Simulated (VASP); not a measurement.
Here is a VASP 6.6.1 calculation.

INCAR

```
SYSTEM = Cu3Au
PREC = Accurate ; ENCUT = 600
EDIFF = 1E-6 ; ISMEAR = -1
SIGMA = 0.05 ; LREAL = .FALSE.
LASPH = .TRUE. ; NELM = 80
ALGO = Normal ; ISIF = 3
LWAVE = .FALSE. ; LCHARG = .FALSE.
GGA = RE ; IVDW = 13
IBRION = 2 ; NSW = 40
EDIFFG = -0.01
```

KPOINTS

```
regular mesh
0
G
  7 7 7
  0 0 0
```

Contents of POSCAR:

```
Cu3Au
1.0
    3.7400000000      0.0000000000      0.0000000000
    0.0000000000      3.7400000000      0.0000000000
    0.0000000000      0.0000000000      3.7400000000
Au Cu
1 3
Direct
    0.0000000000      0.0000000000      0.0000000000
    0.5000000000      0.5000000000      0.0000000000
    0.5000000000      0.0000000000      0.5000000000
    0.0000000000      0.5000000000      0.5000000000
```

Potentials or basis: VASP PAW PBE potentials, release 64 (Au, Cu).

The run is started by

```console
$ cat potpaw_PBE.64/Au/POTCAR potpaw_PBE.64/Cu/POTCAR > POTCAR
$ mpirun -np 1 vasp_std > vasp.out
```

(1) Estimate the dispersion energy per atom.

(2) Estimate the relaxed cell.

(3) Predict the space group after relaxing (to 0.05 Å).

(4) Predict the band gap on the k mesh.

Answers

(1) -1.004 eV.

(2) a = 3.718 Å, b = 3.718 Å, c = 3.718 Å, α = 90.00°, β = 90.00°, γ = 90.00°.

(3) Pm-3m (No. 221).

(4) none (metal or under the smearing width).
